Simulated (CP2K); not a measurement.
# In2O3 (R-3c) in CP2K: notebook

The runs below take In2O3 through band structure, with PBE.

All numbers are computed with CP2K 2026.2; they aren't measurements. Logs are shortened: lines on timing, memory, paths and dates and some standing lists are left out, and cuts for length are marked.

**Measured values to compare with.**

“Fabrication and performance enhancement of an In2O3/BiVO4 heterojunction for N-butanol gas sensing applications”, 2024, pmc:11650617 reports, for a powder of In2O3: band gap 3.08 eV (optical).

How close the calculation comes is told below.

### 1 The structure

Symmetry: R-3c, No. 167, trigonal system. Conventional cell: a = 5.487 Å, b = 5.487 Å, c = 14.510 Å, α = 90.00°, β = 90.00°, γ = 120.00°. Around In (site symmetry 3) lie 6 O at 2.12 to 2.26 Å. O (site symmetry 2) has 4 In at 2.12 to 2.26 Å as nearest neighbours.

### 2 Band structure, PBE

Contents of in2o3_bands.inp:

```
&GLOBAL
  PROJECT in2o3_bands
  RUN_TYPE ENERGY_FORCE
  PRINT_LEVEL LOW
&END GLOBAL
&FORCE_EVAL
  METHOD QS
  STRESS_TENSOR ANALYTICAL
  &DFT
    BASIS_SET_FILE_NAME BASIS_MOLOPT
    POTENTIAL_FILE_NAME GTH_POTENTIALS
    &MGRID
      CUTOFF 600
      REL_CUTOFF 60
      NGRIDS 5
    &END MGRID
    &QS
      METHOD GPW
      EPS_DEFAULT 1.0E-10
    &END QS
    &KPOINTS
      SCHEME MONKHORST-PACK 5 5 5
      GAMMA_CENTERED T
      SYMMETRY T
      SYMMETRY_BACKEND SPGLIB
    &END KPOINTS
    &SCF
      SCF_GUESS ATOMIC
      EPS_SCF 1.0E-6
      MAX_SCF 100
      ADDED_MOS 26
      CHOLESKY OFF
      EPS_EIGVAL 1.0E-7
      &DIAGONALIZATION ON
        ALGORITHM STANDARD
      &END DIAGONALIZATION
      &MIXING ON
        METHOD BROYDEN_MIXING
        ALPHA 0.4
        BETA 1.5
        NBUFFER 8
      &END MIXING
      &SMEAR ON
        METHOD FERMI_DIRAC
        ELECTRONIC_TEMPERATURE [K] 580.226
      &END SMEAR
    &END SCF
    &XC
      &XC_FUNCTIONAL
        &GGA_X_PBE
        &END GGA_X_PBE
        &GGA_C_PBE
        &END GGA_C_PBE
      &END XC_FUNCTIONAL
    &END XC
    &PRINT
      &KPOINTS ON
      &END KPOINTS
      &MULLIKEN ON
      &END MULLIKEN
      &MO ON
        ENERGIES T
        OCCUPATION_NUMBERS T
        &EACH
          QS_SCF 0
        &END EACH
        ADD_LAST NUMERIC
      &END MO
      &BAND_STRUCTURE
        FILE_NAME bands.bs
        ADDED_MOS 4
        &KPOINT_SET
          UNITS B_VECTOR
          NPOINTS 6
          SPECIAL_POINT GAMMA 0.00000000 0.00000000 0.00000000
          SPECIAL_POINT L 0.50000000 0.00000000 0.00000000
          SPECIAL_POINT B1 0.50000000 0.23816651 -0.23816651
        &END KPOINT_SET
        &KPOINT_SET
          UNITS B_VECTOR
          NPOINTS 6
          SPECIAL_POINT B 0.76183349 0.50000000 0.23816651
          SPECIAL_POINT Z 0.50000000 0.50000000 0.50000000
          SPECIAL_POINT GAMMA 0.00000000 0.00000000 0.00000000
          SPECIAL_POINT X 0.36908326 0.00000000 -0.36908326
        &END KPOINT_SET
        &KPOINT_SET
          UNITS B_VECTOR
          NPOINTS 6
          SPECIAL_POINT Q 0.63091674 0.36908326 0.00000000
          SPECIAL_POINT F 0.50000000 0.50000000 0.00000000
          SPECIAL_POINT P1 0.63091674 0.63091674 0.23816651
          SPECIAL_POINT Z 0.50000000 0.50000000 0.50000000
        &END KPOINT_SET
        &KPOINT_SET
          UNITS B_VECTOR
          NPOINTS 6
          SPECIAL_POINT L 0.50000000 0.00000000 0.00000000
          SPECIAL_POINT P 0.76183349 0.36908326 0.36908326
        &END KPOINT_SET
      &END BAND_STRUCTURE
    &END PRINT
  &END DFT
  &SUBSYS
    &CELL
      A 5.7817875648 0.0000000000 0.0000000000
      B 3.1781663955 4.8299405594 0.0000000000
      C 3.1781663956 1.7132180418 4.5158841601
      PERIODIC XYZ
    &END CELL
    &COORD
      SCALED
      In  0.8573100000 0.8573100000 0.8573100000
      In  0.6426900000 0.6426900000 0.6426900000
      In  0.1426900000 0.1426900000 0.1426900000
      In  0.3573100000 0.3573100000 0.3573100000
      O   0.0480000000 0.7500000000 0.4520000000
      O   0.7500000000 0.4520000000 0.0480000000
      O   0.4520000000 0.0480000000 0.7500000000
      O   0.9520000000 0.2500000000 0.5480000000
      O   0.2500000000 0.5480000000 0.9520000000
      O   0.5480000000 0.9520000000 0.2500000000
    &END COORD
    &KIND In
      BASIS_SET DZVP-MOLOPT-SR-GTH-q13
      POTENTIAL GTH-PBE-q13
    &END KIND
    &KIND O
      BASIS_SET DZVP-MOLOPT-SR-GTH-q6
      POTENTIAL GTH-PBE-q6
    &END KIND
    &PRINT
      &ATOMIC_COORDINATES ON
      &END ATOMIC_COORDINATES
      &CELL ON
      &END CELL
      &SYMMETRY ON
      &END SYMMETRY
    &END PRINT
  &END SUBSYS
  &PRINT
    &FORCES ON
    &END FORCES
    &STRESS_TENSOR ON
    &END STRESS_TENSOR
  &END PRINT
&END FORCE_EVAL
```

Potentials or basis: GTH_POTENTIALS In GTH-PBE-q13, O GTH-PBE-q6; DZVP-MOLOPT-SR-GTH basis.

On the command line:

```
$ OMP_NUM_THREADS=1 cp2k.psmp -i in2o3_bands.inp -o in2o3_bands.out
```

in2o3_bands.out:

```text

 CP2K| version string:                                       CP2K version 2026.2
 CP2K| Input file name                                           in2o3_bands.inp

 GLOBAL| Force Environment number                                              1
 GLOBAL| Basis set file name                                        BASIS_MOLOPT
 GLOBAL| Potential file name                                      GTH_POTENTIALS
 GLOBAL| MM Potential file name                                     MM_POTENTIAL
 GLOBAL| Coordinate file name                                      __STD_INPUT__
 GLOBAL| Method name                                                        CP2K
 GLOBAL| Project name                                                in2o3_bands
 GLOBAL| Run type                                                   ENERGY_FORCE
 GLOBAL| FFT library                                                       FFTW3
[... 5 lines left out ...]
 GLOBAL| Global print level                                                  LOW
 GLOBAL| Total number of message passing processes                             1
 GLOBAL| Number of threads for this process                                    1
 GLOBAL| CPU model name                                                  UNKNOWN

 CELL| Volume [angstrom^3]:                                           126.109182
 CELL| Vector a [angstrom]:       5.782     0.000     0.000   |a| =     5.781788
 CELL| Vector b [angstrom]:       3.178     4.830     0.000   |b| =     5.781788
 CELL| Vector c [angstrom]:       3.178     1.713     4.516   |c| =     5.781788
 CELL| Angle (b,c), alpha [degree]:                                    56.654541
 CELL| Angle (a,c), beta  [degree]:                                    56.654541
 CELL| Angle (a,b), gamma [degree]:                                    56.654541
 CELL| Numerically orthorhombic:                                              NO
 CELL| Periodicity                                                           XYZ

 CELL_REF| Volume [angstrom^3]:                                       126.109182
 CELL_REF| Vector a [angstrom     5.782     0.000     0.000   |a| =     5.781788
 CELL_REF| Vector b [angstrom     3.178     4.830     0.000   |b| =     5.781788
 CELL_REF| Vector c [angstrom     3.178     1.713     4.516   |c| =     5.781788
 CELL_REF| Angle (b,c), alpha [degree]:                                56.654541
 CELL_REF| Angle (a,c), beta  [degree]:                                56.654541
 CELL_REF| Angle (a,b), gamma [degree]:                                56.654541
 CELL_REF| Numerically orthorhombic:                                          NO
 CELL_REF| Periodicity                                                       XYZ
[... 9 lines left out ...]
 TOTAL NUMBERS AND MAXIMUM NUMBERS

  Total number of            - Atomic kinds:                                   2
                             - Atoms:                                         10
                             - Shell sets:                                    10
                             - Shells:                                        58
                             - Primitive Cartesian functions:                 54
                             - Cartesian basis functions:                    204
[... 1195 lines left out ...]

 !-----------------------------------------------------------------------------!
                     Mulliken Population Analysis

 #  Atom  Element  Kind  Atomic population                           Net charge
       1     In       1         12.055841                              0.944159
       2     In       1         12.055837                              0.944163
       3     In       1         12.055833                              0.944167
       4     In       1         12.055838                              0.944162
       5     O        2          6.629442                             -0.629442
       6     O        2          6.629442                             -0.629442
       7     O        2          6.629442                             -0.629442
       8     O        2          6.629442                             -0.629442
       9     O        2          6.629442                             -0.629442
      10     O        2          6.629442                             -0.629442
 # Total charge                             88.000000                  0.000000

 !-----------------------------------------------------------------------------!

 KPOINTS| Band Structure Calculation
 KPOINTS| Number of k-point sets                                               4
 KPOINTS| Number of added MOs/bands                                            4
 KPOINTS| Number of k-points in set    1                                      13
 KPOINTS| In units of b-vector [2pi/Bohr]
 KPOINTS| Special point     1       GAMMA     0.000000     0.000000     0.000000
 KPOINTS| Special point     2           L     0.500000     0.000000     0.000000
 KPOINTS| Special point     3          B1     0.500000     0.238167    -0.238167
 KPOINTS| Number of k-points in set    2                                      19
 KPOINTS| In units of b-vector [2pi/Bohr]
 KPOINTS| Special point     1           B     0.761833     0.500000     0.238167
 KPOINTS| Special point     2           Z     0.500000     0.500000     0.500000
 KPOINTS| Special point     3       GAMMA     0.000000     0.000000     0.000000
 KPOINTS| Special point     4           X     0.369083     0.000000    -0.369083
 KPOINTS| Number of k-points in set    3                                      19
 KPOINTS| In units of b-vector [2pi/Bohr]
 KPOINTS| Special point     1           Q     0.630917     0.369083     0.000000
 KPOINTS| Special point     2           F     0.500000     0.500000     0.000000
 KPOINTS| Special point     3          P1     0.630917     0.630917     0.238167
 KPOINTS| Special point     4           Z     0.500000     0.500000     0.500000
 KPOINTS| Number of k-points in set    4                                       7
 KPOINTS| In units of b-vector [2pi/Bohr]
 KPOINTS| Special point     1           L     0.500000     0.000000     0.000000
 KPOINTS| Special point     2           P     0.761833     0.369083     0.369083

 ENERGY| Total FORCE_EVAL ( QS ) energy [hartree]           -321.580654835763426

 FORCES| Atomic forces [hartree/bohr]
 FORCES|   Atom     x               y               z               |f|
 FORCES|      1  1.31790751E-03  7.10375887E-04  4.90254013E-04   1.57539300E-03
 FORCES|      2 -1.31788510E-03 -7.10350417E-04 -4.90306160E-04   1.57537899E-03
 FORCES|      3 -1.31786716E-03 -7.10393890E-04 -4.90224134E-04   1.57535807E-03
 FORCES|      4  1.31786911E-03  7.10358718E-04  4.90286481E-04   1.57536324E-03
 FORCES|      5 -1.68018464E-03  1.10557980E-03  2.91418793E-03   3.54087820E-03
 FORCES|      6  7.96231455E-09  2.01133515E-03 -2.91427254E-03   3.54096788E-03
 FORCES|      7  1.68014517E-03 -3.11688808E-03 -1.29208192E-08   3.54088677E-03
 FORCES|      8  1.68016233E-03 -1.10557435E-03 -2.91419262E-03   3.54086977E-03
 FORCES|      9  1.46522955E-09 -2.01133204E-03  2.91426362E-03   3.54095877E-03
 FORCES|     10 -1.68015662E-03  3.11688924E-03  1.63293625E-08   3.54089322E-03
 FORCES| Sum     2.62128049E-11  1.34643963E-11  9.01525199E-12
 FORCES| Total atomic force                                       3.08168116E-11

 STRESS| Analytical stress tensor [bar]
 STRESS|                        x                   y                   z
 STRESS|      x        1.06037819530E+05  -8.11677166243E+03  -5.60192556885E+03
 STRESS|      y       -8.11677166243E+03   1.16718541016E+05  -3.01983943292E+03
 STRESS|      z       -5.60192556885E+03  -3.01983943292E+03   1.19009949146E+05
 STRESS| 1/3 Trace                                             1.13922103230E+05
 STRESS| Determinant                                           1.46019105896E+15

 STRESS| Eigenvectors and eigenvalues of the analytical stress tensor [bar]
 STRESS|                        1                   2                   3
 STRESS| Eigenvalues   9.95779026647E+04   1.21094110974E+05   1.21094296053E+05
 STRESS|      x           0.836521128503      0.092832382242     -0.540013472402
 STRESS|      y           0.450959520447     -0.676447688929      0.582283466243
 STRESS|      z           0.311236104086      0.730616638840      0.607726430694
```

Wall time 2.6 min (1 thread of Arm Neoverse V1, shared host); peak memory 1 GiB.

What came out:

```
Free energy             : -8750.6546 eV
Pressure                : 11.4 GPa
Largest force           : 0.182 eV/Å
Band gap on the k mesh  : 1.23 eV, indirect (least direct gap 1.29 eV)
Band gap along the path : 1.23 eV, indirect (least direct gap 1.29 eV)
Mulliken charges        : In +0.94; O -0.63 e
```

Forces in eV/Å, atoms in the order of the input:
```
In   0.068  0.037  0.025
In  -0.068 -0.037 -0.025
In  -0.068 -0.037 -0.025
In   0.068  0.037  0.025
O   -0.086  0.057  0.150
O    0.000  0.103 -0.150
O    0.086 -0.160  0.000
O    0.086 -0.057 -0.150
O    0.000 -0.103  0.150
O   -0.086  0.160  0.000
```

Levels at the corners of the path, in eV from the valence-band top:
| point | band 42 | band 43 | band 44 | band 45 | band 46 | band 47 |
| --- | --- | --- | --- | --- | --- | --- |
| Γ | -0.27 | -0.05 | -0.05 | 1.23 | 5.59 | 6.25 |
| L | -0.77 | -0.07 | -0.07 | 4.94 | 4.94 | 5.89 |
| B1 | -0.35 | -0.16 | -0.16 | 5.57 | 5.57 | 5.92 |
| B | -0.35 | -0.16 | -0.16 | 5.57 | 5.57 | 5.92 |
| Z | -0.20 | -0.20 | -0.20 | 4.39 | 4.39 | 7.19 |
| Γ | -0.27 | -0.05 | -0.05 | 1.23 | 5.59 | 6.25 |
| X | -0.27 | -0.22 | -0.07 | 5.28 | 5.53 | 5.74 |
| Q | -0.27 | -0.22 | -0.07 | 5.28 | 5.53 | 5.74 |
| F | -0.35 | -0.09 | -0.04 | 5.18 | 5.51 | 6.47 |
| P1 | -0.39 | -0.32 | -0.11 | 5.45 | 5.62 | 5.74 |
| Z | -0.20 | -0.20 | -0.20 | 4.39 | 4.39 | 7.19 |
| L | -0.77 | -0.07 | -0.07 | 4.94 | 4.94 | 5.89 |
| P | -0.39 | -0.32 | -0.11 | 5.45 | 5.62 | 5.74 |

Caveat: Mulliken charges move with the basis; spin-orbit coupling is left out, which moves the levels of the heavy elements; the basis of atomic orbitals isn't converged, which shifts pressures, moduli and gaps.

### 3 Band structure, PBE, spin-orbit coupling, no magnetisation

in2o3_bands.inp, as its differences from that of step 2:

```diff
@@ -10,3 +10,3 @@
     BASIS_SET_FILE_NAME BASIS_MOLOPT
-    POTENTIAL_FILE_NAME GTH_POTENTIALS
+    POTENTIAL_FILE_NAME GTH_SOC_POTENTIALS
     &MGRID
@@ -23,4 +23,2 @@
       GAMMA_CENTERED T
-      SYMMETRY T
-      SYMMETRY_BACKEND SPGLIB
     &END KPOINTS
@@ -68,37 +66,16 @@
       &END MO
-      &BAND_STRUCTURE
-        FILE_NAME bands.bs
-        ADDED_MOS 4
-        &KPOINT_SET
-          UNITS B_VECTOR
-          NPOINTS 6
-          SPECIAL_POINT GAMMA 0.00000000 0.00000000 0.00000000
-          SPECIAL_POINT L 0.50000000 0.00000000 0.00000000
-          SPECIAL_POINT B1 0.50000000 0.23816651 -0.23816651
-        &END KPOINT_SET
-        &KPOINT_SET
-          UNITS B_VECTOR
-          NPOINTS 6
-          SPECIAL_POINT B 0.76183349 0.50000000 0.23816651
-          SPECIAL_POINT Z 0.50000000 0.50000000 0.50000000
-          SPECIAL_POINT GAMMA 0.00000000 0.00000000 0.00000000
-          SPECIAL_POINT X 0.36908326 0.00000000 -0.36908326
-        &END KPOINT_SET
-        &KPOINT_SET
-          UNITS B_VECTOR
-          NPOINTS 6
-          SPECIAL_POINT Q 0.63091674 0.36908326 0.00000000
-          SPECIAL_POINT F 0.50000000 0.50000000 0.00000000
-          SPECIAL_POINT P1 0.63091674 0.63091674 0.23816651
-          SPECIAL_POINT Z 0.50000000 0.50000000 0.50000000
-        &END KPOINT_SET
-        &KPOINT_SET
-          UNITS B_VECTOR
-          NPOINTS 6
-          SPECIAL_POINT L 0.50000000 0.00000000 0.00000000
-          SPECIAL_POINT P 0.76183349 0.36908326 0.36908326
-        &END KPOINT_SET
-      &END BAND_STRUCTURE
     &END PRINT
   &END DFT
+  &PROPERTIES
+    &BANDSTRUCTURE ON
+      &BANDSTRUCTURE_PATH
+        NPOINTS 6
+        SPECIAL_POINT GAMMA 0.00000000 0.00000000 0.00000000
+        SPECIAL_POINT L 0.50000000 0.00000000 0.00000000
+        SPECIAL_POINT B1 0.50000000 0.23816651 -0.23816651
+      &END BANDSTRUCTURE_PATH
+      &SOC ON
+      &END SOC
+    &END BANDSTRUCTURE
+  &END PROPERTIES
   &SUBSYS
```

Potentials or basis: GTH_SOC_POTENTIALS In GTH-PBE-q13, O GTH-PBE-q6; DZVP-MOLOPT-SR-GTH basis.

On the command line:

```
$ OMP_NUM_THREADS=1 cp2k.psmp -i in2o3_bands.inp -o in2o3_bands.out
```

It took 3.4 min on 1 thread of Arm Neoverse V1, shared host; peak memory 1.6 GiB.

Results (log left out):

```
Free energy             : -8750.6546 eV
Pressure                : 11.4 GPa
Largest force           : 0.182 eV/Å
Band gap along the path : 1.23 eV, indirect (least direct gap 1.28 eV)
Mulliken charges        : In +0.94; O -0.63 e
```

Forces on the atoms (eV/Å):
```
In   0.068  0.037  0.025
In  -0.068 -0.037 -0.025
In  -0.068 -0.037 -0.025
In   0.068  0.037  0.025
O   -0.086  0.057  0.150
O    0.000  0.103 -0.150
O    0.086 -0.160  0.000
O    0.086 -0.057 -0.150
O    0.000 -0.103  0.150
O   -0.086  0.160  0.000
```

Stress tensor (GPa, compression positive):
```
10.60 -0.81 -0.56
-0.81 11.67 -0.30
-0.56 -0.30 11.90
```

Caveat: Mulliken charges move with the basis; the basis of atomic orbitals isn't converged, which shifts pressures, moduli and gaps.

### 4 Comparison with measurements

Step 3. Against the measured gap of In2O3, 3.08 eV (optical; powder; “Fabrication and performance enhancement of an In2O3/BiVO4 heterojunction for N-butanol gas sensing applications”, 2024, pmc:11650617), the calculated 1.23 eV is off by -1.85 eV. So large a miss can be the level of theory's own, or it may mean another phase, state or a wrong row. The value is that of PBE in an atomic basis (GTH_SOC_POTENTIALS In GTH-PBE-q13, O GTH-PBE-q6; DZVP-MOLOPT-SR-GTH basis), whose error adds to the functional's,, without temperature or zero-point motion. Semilocal functionals fall short of measured gaps as a rule.
